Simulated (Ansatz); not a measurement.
Input and command of a plane-wave DFT calculation in Ansatz:

```yaml
crystal:
  lattice:
    - [0.0, 2.6897133768, 2.6897133768]
    - [2.6897133768, 0.0, 2.6897133768]
    - [2.6897133768, 2.6897133768, 0.0]
  atoms:
    - { symbol: Ga, position: [0.0, 0.0, 0.0] }
    - { symbol: P, position: [0.75, 0.75, 0.75] }
basis:
  ecutwfc: 420
kpoints:
  mp_grid: { grid: [10, 10, 10] }
hamiltonian:
  xc: pbesol
scf:
  occupations: { method: fixed }
output:
  forces: true
  stress: true
  eigenvalues: true
relax:
  adjacent_minimum: "off"
  f_tol: 0.001
  max_steps: 60
  cell: { stress_tol: 0.02, p_target: 3.0 }
```

```bash
ansatz run input.yaml --threads 1 --pin off --max-ram 3072MiB --backend cpu --events-out ev --progress --plain --runs-dir out
```

Processor: Intel(R) Xeon(R) 6975P-C (Granite Rapids), 1 thread, on a host shared with other jobs.

Q: How long does it run, and how much memory does it take?

A: About 3 s on 1 thread of Intel(R) Xeon(R) 6975P-C (Granite Rapids), with other jobs on the host, peak memory 0.39 GiB. It solves 13 bands at 47 k points (the mesh reduced by the symmetry that the task leaves, which can be less than the crystal's) with about 749 plane waves (on the last cell), in 12 SCF iterations over 2 ionic steps.
